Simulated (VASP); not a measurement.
# GaN (F-43m) in VASP: further runs

Aim: see how the results for GaN move with the level of theory and the settings. Levels: PBE, PBEsol. Tasks: relaxation of cell and atoms.

Program: VASP 6.6.1. These are calculated values, not measurements. Logs are shortened: lines on timing, memory, paths and dates and some standing lists are left out, and cuts for length are marked.

## Step 1: The crystal as given

The structure is cubic, space group F-43m (No. 216). Conventional cell: a = 4.507 Å, b = 4.507 Å, c = 4.507 Å, α = 90.00°, β = 90.00°, γ = 90.00°. Ga (site symmetry -43m) is surrounded by 4 N at 1.95 Å. Around N (site symmetry -43m) lie 4 Ga at 1.95 Å.

The cell is a database's computed one.

## Step 2: Relaxation of cell and atoms, PBE

File INCAR:

```
PREC = Accurate ; ENCUT = 300
EDIFF = 1E-6 ; ISMEAR = 0
SIGMA = 0.03 ; LREAL = False
LASPH = True ; NELM = 80
ALGO = Normal ; ISIF = 3
LWAVE = False ; LCHARG = False
GGA = PE ; IBRION = 2
NSW = 90 ; EDIFFG = -0.01
```

File KPOINTS:

```
regular mesh
0
Gamma
  5 5 5
```

File POSCAR:

```
GaN
1.0
    0.0000000000      2.2535006075      2.2535006075
    2.2535006075      0.0000000000      2.2535006075
    2.2535006075      2.2535006075      0.0000000000
Ga N
1 1
Direct
    0.0000000000      0.0000000000      0.0000000000
    0.7500000000      0.7500000000      0.7500000000
```

Potentials or basis: VASP PAW PBE potentials, release 64 (Ga_d, N_s).

On the command line:

```
cat potpaw_PBE.64/Ga_d/POTCAR potpaw_PBE.64/N_s/POTCAR > POTCAR
mpirun -np 1 vasp_std > vasp.out
```

OUTCAR:

```text
PREC = Accurate
   ENCUT = 300
   EDIFF = 1E-6
   ISMEAR = 0
   LREAL = False
   LASPH = True
   NELM = 80
   ISIF = 3
   GGA = PE
   IBRION = 2
   NSW = 90
   EDIFFG = -0.01

 ion  position               nearest neighbor table
   1  0.000  0.000  0.000-   2 1.95   2 1.95   2 1.95   2 1.95
   2  0.750  0.750  0.750-   1 1.95   1 1.95   1 1.95   1 1.95

  LATTYP: Found a face centered cubic cell.
 ALAT       =     4.5070012150

  Lattice vectors:

 A1 = (   0.0000000000,   2.2535006075,   2.2535006075)
 A2 = (   2.2535006075,   0.0000000000,   2.2535006075)
 A3 = (   2.2535006075,   2.2535006075,   0.0000000000)

Analysis of symmetry for initial positions (statically):
=====================================================================
 Subroutine PRICEL returns:
 Original cell was already a primitive cell.

 Routine SETGRP: Setting up the symmetry group for a
 face centered cubic supercell.

 Subroutine GETGRP returns: Found 24 space group operations
 (whereof 24 operations were pure point group operations)
 out of a pool of 48 trial point group operations.

The static configuration has the point symmetry T_d .

Analysis of symmetry for dynamics (positions and initial velocities):
=====================================================================
 Subroutine PRICEL returns:
 Original cell was already a primitive cell.

 Routine SETGRP: Setting up the symmetry group for a
 face centered cubic supercell.

 Subroutine GETGRP returns: Found 24 space group operations
 (whereof 24 operations were pure point group operations)
 out of a pool of 48 trial point group operations.

The dynamic configuration has the point symmetry T_d .

 Subroutine INISYM returns: Found 24 space group operations
 (whereof 24 operations are pure point group operations),
 and found     1 'primitive' translations

----------------------------------------------------------------------------------------

                                     Primitive cell

  volume of cell :      22.8877

  direct lattice vectors                    reciprocal lattice vectors
     0.000000000  2.253500607  2.253500607    -0.221877020  0.221877020  0.221877020
     2.253500607  0.000000000  2.253500607     0.221877020 -0.221877020  0.221877020
     2.253500607  2.253500607  0.000000000     0.221877020  0.221877020 -0.221877020
[... 62 lines left out ...]
   ICHARG =      2    charge: 1-file 2-atom 10-const
   ISPIN  =      1    spin polarized calculation?
   LNONCOLLINEAR =      F non collinear calculations
   LSORBIT =      F    spin-orbit coupling
   LASPH  =      T    aspherical Exc in radial PAW
   ENCUT  =  300.0 eV  22.05 Ry    4.70 a.u.   4.50  4.50  4.50*2*pi/ulx,y,z
   NELM   =     80;   NELMIN=  2; NELMDL= -5     # of ELM steps
   EDIFF  = 0.1E-05   stopping-criterion for ELM
   LREAL  =      F    real-space projection
   EDIFFG = -.1E-01   stopping-criterion for IOM
   NSW    =     90    number of steps for IOM
   IBRION =      2    ionic relax: 0-MD 1-quasi-New 2-CG
   NFREE  =      1    steps in history (QN), initial steepest desc. (CG)
   ISIF   =      3    stress and relaxation
   ISYM   =      2    0-nonsym 1-usesym 2-fastsym
   POTIM  = 0.5000    time-step for ionic-motion
   TEBEG  =    0.0;   TEEND  =   0.0 temperature during run
   PSTRESS=    0.0 pullay stress
   NELECT =      18.0000    total number of electrons
   NUPDOWN=      -1.0000    fix difference up-down
   EMIN   =  10.00;   EMAX   =-10.00  energy-range for DOS
   EFERMI =   0.00;   METHOD = LEGACY
   ISMEAR =     0;   SIGMA  =   0.03  broadening in eV -4-tet -1-fermi 0-gaus
   EFERMI_NEDOS =   21; number of points for ismear=-14 and -15
   IALGO  =     38    algorithm
   IMIX   =      4    mixing-type and parameters
     AMIX     =   0.40;   BMIX     =  1.00
     AMIX_MAG =   1.60;   BMIX_MAG =  1.00
  volume/ion in A,a.u.               =      11.44        77.23
  Fermi-wavevector in a.u.,A,eV,Ry     =   1.511117  2.855596 31.068543  2.283473
  Thomas-Fermi vector in A             =   2.621216
   LORBIT       =      0    0 simple, 1 ext, 2 COOP (PROOUT), +10 PAW based schemes
   GGA     = PE    functional components
   LHFCALC =     F    Hartree Fock is set to
   AEXX    =    0.0000 exact exchange contribution
   IVDW    =     0    specifies the selected vdW correction
   LEPSILON=     F    determine dielectric tensor
   LRPA    =     F    only Hartree local field effects (RPA)
 conjugate gradient relaxation of ions
 non-spin polarized calculation
 Gauss-broadening in eV      SIGMA  =   0.03
  energy-cutoff  :      300.00
  volume of cell :       22.89
 maximum number of plane-waves:       283
 NGX is ok and might be reduce to    18
   NGX =  9   NGY =  9   NGZ =  9

--------------------------------------- Ionic step        1  -------------------------------------------

 number of electron      18.0000056 magnetization

 Free energy of the ion-electron system (eV)
  ---------------------------------------------------
  ext. energy  EPLUGINS =         0.00000000
  ---------------------------------------------------
  free energy    TOTEN  =       -12.13170432 eV

  energy without entropy =      -12.13170432  energy(sigma->0) =      -12.13170432

------------------------ aborting loop because EDIFF is reached ----------------------------------------

  FORCE on cell =-STRESS in cart. coord.  units (eV):
  Direction    XX          YY          ZZ          XY          YZ          ZX
  --------------------------------------------------------------------------------------
  -------------------------------------------------------------------------------------
  Total        0.6167544      0.6167544      0.6167544     -0.0000000      0.0000000     -0.0000000
  in kB       43.1737548     43.1737548     43.1737548     -0.0000000      0.0000000     -0.0000000
  external PRESSURE =      43.1737548 kB  Pullay stress =       0.0000000 kB
[... 59 lines left out ...]
--------------------------------------- Ionic step        3  -------------------------------------------

 number of electron      18.0000067 magnetization

 Free energy of the ion-electron system (eV)
  ---------------------------------------------------
  ext. energy  EPLUGINS =         0.00000000
  ---------------------------------------------------
  free energy    TOTEN  =       -12.13829739 eV

  energy without entropy =      -12.13829739  energy(sigma->0) =      -12.13829739

 E-fermi :   5.5174     XC(G=0): -11.5361

 val. band max:        5.3407875980   @ k =   0.0000   0.0000   0.0000
 cond. band min:       6.9126033221   @ k =   0.0000   0.0000   0.0000
 fundamental gap:      1.5718157241
 Fermi energy:         5.5173694083

 k-point     1 :       0.0000    0.0000    0.0000
  band No.  band energies     occupation
      1     -10.3933      2.00000
      2      -8.0829      2.00000
      3      -8.0829      2.00000
      4      -8.0829      2.00000
      5      -7.7859      2.00000
      6      -7.7859      2.00000
      7       5.3408      2.00000
      8       5.3408      2.00000
      9       5.3408      2.00000
     10       6.9126      0.00000
     11      15.4959      0.00000
     12      15.4959      0.00000
     13      15.4959      0.00000
[... 171 lines left out ...]
  FREE ENERGIE OF THE ION-ELECTRON SYSTEM (eV)
  ---------------------------------------------------
  free  energy   TOTEN  =       -12.1382973863 eV

  energy  without entropy=      -12.1382973863  energy(sigma->0) =      -12.13829739

 reached required accuracy - stopping structural energy minimisation
```

OSZICAR:

```text
N       E                     dE             d eps       ncg     rms          rms(c)
DAV:   1     0.704935554950E+02    0.70494E+02   -0.75955E+03   260   0.187E+03
DAV:   2    -0.101617219622E+02   -0.80655E+02   -0.76935E+02   295   0.297E+02
DAV:   3    -0.141405606393E+02   -0.39788E+01   -0.39722E+01   295   0.716E+01
[... 21 lines left out ...]
DAV:   2    -0.121517440692E+02    0.48829E-01   -0.81146E-02   320   0.949E+00    0.697E-01
DAV:   3    -0.121400072939E+02    0.11737E-01   -0.12196E-02   310   0.411E+00    0.256E-01
DAV:   4    -0.121382893029E+02    0.17180E-02   -0.14429E-03   292   0.653E-01    0.454E-02
DAV:   5    -0.121382966129E+02   -0.73100E-05   -0.11632E-04   285   0.127E-01    0.322E-02
DAV:   6    -0.121382973863E+02   -0.77339E-06   -0.44002E-06   273   0.199E-02
   3 F= -.12138297E+02 E0= -.12138297E+02  d E =-.659307E-02
```

CONTCAR:

```text
GaN
   1.00000000000000
    -0.0000000000000000    2.2714855719407065    2.2714855719407065
     2.2714855719407065    0.0000000000000000    2.2714855719407065
     2.2714855719407065    2.2714855719407065    0.0000000000000000
  Ga              N
     1     1
Direct
     0.0000000000000000    0.0000000000000000    0.0000000000000000
     0.7500000000000000    0.7500000000000000    0.7500000000000000

  0.00000000E+00  0.00000000E+00  0.00000000E+00
  0.00000000E+00  0.00000000E+00  0.00000000E+00
```

It took 5.4 s on 1 thread of Intel Xeon Platinum 8488C (Sapphire Rapids), shared host; peak memory 0.11 GiB.

The run converged, but some of its settings lie outside the range that counts as converged, so its numbers aren't taken as properties of the crystal.

Results:

```yaml
Free_energy: -12.1383 eV
Relaxed_volume: 11.72 Å³/atom
Relaxed_cell: a = 3.212 Å, b = 3.212 Å, c = 3.212 Å, α = 60.00°, β = 60.00°, γ = 60.00°
Space_group_after_relaxing_to_0.05_Å: F-43m (No. 216)
Energy_gained_by_relaxing: 3.3 meV/atom
Ionic_steps: 3
Band_gap_on_the_k_mesh: 1.57 eV, direct
```

Caveat: the k mesh is coarse (spacing up to 0.48 Å⁻¹), so the values aren't converged; the cutoff is under 1.25 times the usual one of these potentials, so pressure, stress and relaxed cells hold a basis-set (Pulay) error.

## Step 3: Relaxation of cell and atoms, PBE

This run uses another cell than the first one, of 11.72 Å³/atom, 1.024 times its volume.

File INCAR:

```
PREC = Accurate ; ENCUT = 300
EDIFF = 1E-7 ; ISMEAR = 0
SIGMA = 0.03 ; LREAL = False
LASPH = True ; NELM = 80
ALGO = Normal ; ISIF = 3
LWAVE = False ; LCHARG = False
GGA = PE ; IBRION = 2
NSW = 90 ; EDIFFG = -0.005
```

KPOINTS is that of step 2.

File POSCAR:

```
GaN                                     
1.0
   -0.0000000000      2.2714855719      2.2714855719
    2.2714855719      0.0000000000      2.2714855719
    2.2714855719      2.2714855719      0.0000000000
  Ga              N             
     1     1
Direct
     0.0000000000000000    0.0000000000000000    0.0000000000000000
     0.7500000000000000    0.7500000000000000    0.7500000000000000
```

Potentials or basis: VASP PAW PBE potentials, release 64 (Ga_d, N_s).

On the command line:

```
cat potpaw_PBE.64/Ga_d/POTCAR potpaw_PBE.64/N_s/POTCAR > POTCAR
mpirun -np 1 vasp_std > vasp.out
```

It took 3 s on 1 thread of Intel Xeon Platinum 8488C (Sapphire Rapids), shared host; peak memory 0.11 GiB.

These settings aren't checked as converged: the numbers below hold their error.

Results:

```
Free energy            : -12.1425 eV
Band gap on the k mesh : 1.57 eV, direct
```

Caveat: the k mesh is coarse (spacing up to 0.48 Å⁻¹), so the values aren't converged; the cutoff is under 1.25 times the usual one of these potentials, so pressure, stress and relaxed cells hold a basis-set (Pulay) error; the relaxation stopped at its first step, so nothing moved.

## Step 4: Relaxation of cell and atoms, PBEsol

File INCAR:

```
SYSTEM = GaN
ALGO = Normal
EDIFF = 1E-6
EDIFFG = -0.01
ENCUT = 600
GGA = PS
IBRION = 2
ISIF = 3
ISMEAR = 0
KPAR = 4
LASPH = .True.
LCHARG = .False.
LREAL = .False.
LWAVE = .False.
NELM = 80
NSW = 90
PREC = Accurate
SIGMA = 0.03
```

File KPOINTS:

```
k-points
0
Gamma
  10 10 10
  0 0 0
```

File POSCAR:

```
GaN
1.0
    0.0000000000      2.2535006075      2.2535006075
    2.2535006075      0.0000000000      2.2535006075
    2.2535006075      2.2535006075      0.0000000000
Ga N
1 1
Direct
    0.0000000000      0.0000000000      0.0000000000
    0.7500000000      0.7500000000      0.7500000000
```

Potentials or basis: VASP PAW PBE potentials, release 64 (Ga_d, N).

On the command line:

```
cat potpaw_PBE.64/Ga_d/POTCAR potpaw_PBE.64/N/POTCAR > POTCAR
mpirun -np 4 vasp_std > vasp.out
```

OUTCAR:

```text
SYSTEM = GaN
   EDIFF = 1E-6
   EDIFFG = -0.01
   ENCUT = 600
   GGA = PS
   IBRION = 2
   ISIF = 3
   ISMEAR = 0
   LASPH = .True.
   LREAL = .False.
   NELM = 80
   NSW = 90
   PREC = Accurate

 ion  position               nearest neighbor table
   1  0.000  0.000  0.000-   2 1.95   2 1.95   2 1.95   2 1.95
   2  0.750  0.750  0.750-   1 1.95   1 1.95   1 1.95   1 1.95

  LATTYP: Found a face centered cubic cell.
 ALAT       =     4.5070012150

  Lattice vectors:

 A1 = (   0.0000000000,   2.2535006075,   2.2535006075)
 A2 = (   2.2535006075,   0.0000000000,   2.2535006075)
 A3 = (   2.2535006075,   2.2535006075,   0.0000000000)

Analysis of symmetry for initial positions (statically):
=====================================================================
 Subroutine PRICEL returns:
 Original cell was already a primitive cell.

[... 333 lines left out ...]

 k-point     1 :       0.0000    0.0000    0.0000
  band No.  band energies     occupation
      1     -10.7637      2.00000
      2      -8.1685      2.00000
      3      -8.1685      2.00000
      4      -8.1685      2.00000
      5      -7.8346      2.00000
      6      -7.8346      2.00000
      7       5.2429      2.00000
      8       5.2429      2.00000
      9       5.2429      2.00000
     10       6.9806      0.00000
     11      15.4990      0.00000
     12      15.4990      0.00000
     13      15.4990      0.00000
[... 354 lines left out ...]
  band No.  band energies     occupation
      1      -9.7251      2.00000
      2      -8.0381      2.00000
      3      -7.9357      2.00000
      4      -7.9348      2.00000
      5      -7.7718      2.00000
      6      -6.9302      2.00000
      7       0.1700      2.00000
      8       2.7108      2.00000
      9       3.0429      2.00000
     10       9.6025      0.00000
     11      12.3808      0.00000
     12      15.9550      0.00000
     13      18.0918      0.00000

 [... further k-points ...]
[... 5 lines left out ...]
  --------------------------------------------------------------------------------------
  -------------------------------------------------------------------------------------
  Total        0.0124377      0.0124377      0.0124377     -0.0000000     -0.0000000     -0.0000000
  in kB        0.8781362      0.8781362      0.8781362     -0.0000000     -0.0000000     -0.0000000
  external PRESSURE =       0.8781362 kB  Pullay stress =       0.0000000 kB
[... 17 lines left out ...]
  FREE ENERGIE OF THE ION-ELECTRON SYSTEM (eV)
  ---------------------------------------------------
  free  energy   TOTEN  =       -13.1245783157 eV

  energy  without entropy=      -13.1245783157  energy(sigma->0) =      -13.12457832

 reached required accuracy - stopping structural energy minimisation
```

OSZICAR:

```text
N       E                     dE             d eps       ncg     rms          rms(c)
DAV:   1     0.910825810973E+02    0.91083E+02   -0.10558E+04  1326   0.271E+03
DAV:   2    -0.734812795440E+01   -0.98431E+02   -0.93228E+02  1402   0.376E+02
DAV:   3    -0.147991390959E+02   -0.74510E+01   -0.74041E+01  1377   0.936E+01
[... 33 lines left out ...]
       N       E                     dE             d eps       ncg     rms          rms(c)
DAV:   1    -0.131245937058E+02   -0.21525E-04   -0.20511E-04  1432   0.411E-01    0.237E-02
DAV:   2    -0.131245817243E+02    0.11981E-04   -0.20008E-05  1477   0.154E-01    0.106E-02
DAV:   3    -0.131245787420E+02    0.29823E-05   -0.33596E-06  1217   0.730E-02    0.261E-03
DAV:   4    -0.131245783157E+02    0.42629E-06   -0.40673E-07   626   0.104E-02
   5 F= -.13124578E+02 E0= -.13124578E+02  d E =-.841983E-03
```

Run time: 32 s. Hardware: 4 MPI ranks of Intel Xeon Platinum 8488C (Sapphire Rapids), shared host; peak memory 0.16 GiB.

Results:

| Quantity | Value |
| --- | --- |
| Free energy | -13.1246 eV |
| Relaxed volume | 11.35 Å³/atom |
| Relaxed cell | a = 3.178 Å, b = 3.178 Å, c = 3.178 Å, α = 60.00°, β = 60.00°, γ = 60.00° |
| Space group after relaxing (to 0.05 Å) | F-43m (No. 216) |
| Energy gained by relaxing | 0.4 meV/atom |
| Ionic steps | 5 |
| Pressure after relaxing | 0.1 GPa |
| Band gap on the k mesh | 1.74 eV, direct |

Step by step:
```
step  energy change (eV)  largest force (eV/Å)  pressure (GPa)  volume (Å³)
   1              0.0000                0.0000           -1.50        22.89
   2             -0.0001                0.0000            1.75        22.53
   3             -0.0008                0.0000           -0.15        22.70
   4             -0.0008                0.0000            0.18        22.69
   5             -0.0008                0.0000            0.09        22.69
```

Final structure:
```cif
data_structure
_symmetry_space_group_name_H-M 'P 1'
_symmetry_Int_Tables_number 1
_cell_length_a 3.1779
_cell_length_b 3.1779
_cell_length_c 3.1779
_cell_angle_alpha 60.000
_cell_angle_beta 60.000
_cell_angle_gamma 60.000
_cell_volume 22.69
loop_
_atom_site_label
_atom_site_type_symbol
_atom_site_fract_x
_atom_site_fract_y
_atom_site_fract_z
_atom_site_occupancy
Ga1 Ga 0.00000 0.00000 0.00000 1
N1 N 0.75000 0.75000 0.75000 1
```

Caveat: the PAW data sets were made with another functional, which shifts forces and pressure a little.

(Continued in part 2 of 2.)
